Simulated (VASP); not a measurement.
# SnSe2 (P-3m1) in VASP: a series of runs, part 2 of 2

VASP 6.6.1. Earlier steps stand in the parts before.

**3. Relaxation of cell and atoms, r2SCAN+rVV10**

This run uses another cell than the first one, of 26.43 Å³/atom, 1.027 times its volume.

File INCAR:

```
SYSTEM = SnSe2
  PREC = Accurate
  ENCUT = 600
  EDIFF = 1E-7
  ISMEAR = 0
  SIGMA = 0.03
  LREAL = .FALSE.
  LASPH = .TRUE.
  NELM = 80
  ALGO = Normal
  ISIF = 3
  LWAVE = .FALSE.
  LCHARG = .FALSE.
  METAGGA = R2SCAN
  LMIXTAU = .TRUE.
  LUSE_VDW = .TRUE.
  IVDW_NL = 2
  BPARAM = 11.95
  CPARAM = 0.0093
  IBRION = 2
  NSW = 90
  EDIFFG = -0.005
```

File KPOINTS:

```
Automatic mesh
0
G
  9 9 5
  0 0 0
```

File POSCAR:

```
SnSe2                                   
1.0
    3.8290857526     -0.0000000000      0.0000000000
   -1.9145428763      3.3160855392     -0.0000000000
   -0.0000000000      0.0000000000      6.2444239500
  Sn              Se            
     1     2
Direct
     0.0000000000000000    0.0000000000000000    0.0000000000000000
     0.3333333300000021    0.6666666699999979    0.2525997973202366
     0.6666666699999979    0.3333333300000021    0.7474002026797633
```

Potentials or basis: VASP PAW PBE potentials, release 64 (Sn_d, Se).

On the command line:

```console
$ cat potpaw_PBE.64/Sn_d/POTCAR potpaw_PBE.64/Se/POTCAR > POTCAR
$ mpirun -np 1 vasp_std > vasp.out
```

OUTCAR:

```text
SYSTEM = SnSe2
   PREC = Accurate
   ENCUT = 600
   EDIFF = 1E-7
   ISMEAR = 0
   LREAL = .FALSE.
   LASPH = .TRUE.
   NELM = 80
   ISIF = 3
   METAGGA = R2SCAN
   IVDW_NL = 2
   BPARAM = 11.95
   IBRION = 2
   NSW = 90
   EDIFFG = -0.005

 ion  position               nearest neighbor table
   1  0.000  0.000  0.000-   2 2.72   3 2.72   3 2.72   2 2.72   3 2.72   2 2.72
   2  0.333  0.667  0.253-   1 2.72   1 2.72   1 2.72
   3  0.667  0.333  0.747-   1 2.72   1 2.72   1 2.72

  LATTYP: Found a hexagonal cell.
 ALAT       =     3.8290857526
 C/A-ratio  =     1.6307871783

  Lattice vectors:

 A1 = (   3.8290857526,   0.0000000000,   0.0000000000)
 A2 = (  -1.9145428763,   3.3160855392,   0.0000000000)
[... 256 lines left out ...]

 number of electron      26.0000004 magnetization

 Free energy of the ion-electron system (eV)
  ---------------------------------------------------
  ext. energy  EPLUGINS =         0.00000000
  ---------------------------------------------------
  free energy    TOTEN  =       -53.97954223 eV

  energy without entropy =      -53.97954223  energy(sigma->0) =      -53.97954223

 E-fermi :   3.7774     XC(G=0):  -9.9536

 val. band max:        3.5607872213   @ k =   0.1111   0.1111   0.0000
 cond. band min:       4.5045655312   @ k =   0.0000   0.4444   0.4000
 fundamental gap:      0.9437783098
 Fermi energy:         3.7773970299

 k-point     1 :       0.0000    0.0000    0.0000
  band No.  band energies     occupation
      1     -18.2751      2.00000
      2     -18.2750      2.00000
      3     -18.2188      2.00000
      4     -18.2113      2.00000
      5     -18.2113      2.00000
      6     -10.6688      2.00000
[... 457 lines left out ...]
      4     -18.2069      2.00000
      5     -18.1943      2.00000
      6      -9.8104      2.00000
[... 9 lines left out ...]
     16       9.1200      0.00000
     17      10.4730      0.00000

 [... further k-points ...]
[... 5 lines left out ...]
  --------------------------------------------------------------------------------------
  -------------------------------------------------------------------------------------
  Total        0.0014088      0.0014088     -0.0042822     -0.0000000      0.0000000      0.0000000
  in kB        0.0284593      0.0284593     -0.0865036     -0.0000000      0.0000000      0.0000000
  external PRESSURE =      -0.0098617 kB  Pullay stress =       0.0000000 kB
[... 18 lines left out ...]
  FREE ENERGIE OF THE ION-ELECTRON SYSTEM (eV)
  ---------------------------------------------------
  free  energy   TOTEN  =       -53.9795422272 eV

  energy  without entropy=      -53.9795422272  energy(sigma->0) =      -53.97954223

 reached required accuracy - stopping structural energy minimisation
```

Wall time 9.1 min (1 thread of Intel Xeon Platinum 8488C (Sapphire Rapids), shared host); peak memory 0.48 GiB.

What came out:

```yaml
Free_energy: -53.9795 eV
Relaxed_volume: 26.44 Å³/atom
Relaxed_cell: a = 3.830 Å, b = 3.830 Å, c = 6.245 Å, α = 90.00°, β = 90.00°, γ = 120.00°
Space_group_after_relaxing_to_0.05_Å: P-3m1 (No. 164)
Energy_gained_by_relaxing: 0.0 meV/atom
Ionic_steps: 3
Pressure_after_relaxing: 0.0 GPa
Band_gap_on_the_k_mesh: 0.94 eV, indirect (least direct gap 1.49 eV)
```

Forces in eV/Å, atoms in the order of the input:
```
Sn   0.000  0.000  0.000
Se   0.000  0.000  0.003
Se   0.000  0.000 -0.003
```

Final structure:
```
Sn Se
1.0
     3.82951    0.00000    0.00000
    -1.91476    3.31646    0.00000
     0.00000    0.00000    6.24490
Sn Se
1 2
Direct
  0.00000 0.00000 0.00000
  0.33333 0.66667 0.25263
  0.66667 0.33333 0.74737
```

Caveat: the PAW data sets were made with another functional, which shifts forces and pressure a little; spin-orbit coupling is left out, which moves the levels of the heavy elements; an odd mesh through Γ misses points on the zone boundary, where band edges often lie.
